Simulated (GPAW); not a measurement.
Two runs for the Se K edge of atom 2 in CdSe (F-43m). Run A: GPAW, LDA, excited-electron core hole (neutral cell), 12-atom cell with 7.5 Å between holes, 3×3×3 k points, dipole transitions, Gaussian full width 2.33 eV up to 4 eV, rising linearly to 3.5 eV at 25 eV. Run B has a fault in its input.

Energy from the lowest empty level; intensity scaled to a mean of 1 over the first 20 eV:

```
E (eV)     A     B
  -2.0  0.02  0.01
  -1.5  0.07  0.02
  -1.0  0.17  0.05
  -0.5  0.36  0.13
   0.0  0.64  0.29
   0.5  0.97  0.57
   1.0  1.24  0.94
   1.5  1.40  1.32
   2.0  1.45  1.61
   2.5  1.44  1.74
   3.0  1.43  1.75
   3.5  1.46  1.71
   4.0  1.50  1.67
   4.5  1.49  1.62
   5.0  1.42  1.51
   5.5  1.31  1.30
   6.0  1.21  1.03
   6.5  1.10  0.75
   7.0  0.97  0.53
   7.5  0.82  0.40
   8.0  0.65  0.35
   8.5  0.53  0.37
   9.0  0.47  0.45
   9.5  0.49  0.57
  10.0  0.56  0.71
  10.5  0.67  0.89
  11.0  0.80  1.09
  11.5  0.93  1.29
  12.0  1.04  1.43
  12.5  1.11  1.47
  13.0  1.12  1.38
  13.5  1.09  1.18
  14.0  1.03  0.92
  14.5  0.96  0.65
  15.0  0.89  0.44
  15.5  0.84  0.33
  16.0  0.80  0.32
  16.5  0.79  0.40
  17.0  0.80  0.55
  17.5  0.82  0.74
  18.0  0.84  0.95
  18.5  0.86  1.17
  19.0  0.88  1.38
  19.5  0.91  1.54
  20.0  0.95  1.62
  20.5  0.99  1.60
  21.0  1.03  1.50
  21.5  1.04  1.35
  22.0  1.03  1.19
  22.5  1.00  1.05
  23.0  0.97  0.94
  23.5  0.93  0.84
  24.0  0.91  0.74
  24.5  0.90  0.65
  25.0  0.90  0.57
  25.5  0.93  0.52
  26.0  0.97  0.51
  26.5  1.02  0.55
  27.0  1.07  0.62
  27.5  1.11  0.70
  28.0  1.13  0.78
  28.5  1.13  0.82
  29.0  1.11  0.84
  29.5  1.07  0.86
  30.0  1.02  0.89
  30.5  0.98  0.97
  31.0  0.95  1.08
  31.5  0.92  1.21
  32.0  0.91  1.33
```

What went wrong in run B?

The spectrum is summed over the zone centre alone. Against the first run the r.m.s. difference is 32 %. The highest intensity below 24 eV goes from 4.2 eV (1.50) to 2.8 eV (1.76). Other settings could leave a like mark; this is the one that was changed.

[Banner, clock and machine lines of the logs are left out without a mark of their own.]

[Logs are printed without paths, hosts, clocks, repeated set-up lines and the standing remarks that a program may print on its own settings, such as how far it seeks lower states.]

[Hosts, paths, dates, database ids (printed as entryN), source tags and the programs' standing remarks are cut or masked in the printed files.]

[Lists of maxima count a maximum above −3 eV only where it reaches 4 % of the highest in the window and stands out from its surroundings by 2 % of it (1.5 % where it reaches 55 %); shoulders and weaker maxima are passed over, and of the rest the first, up to two pre-edge ones and the few strongest are named.]
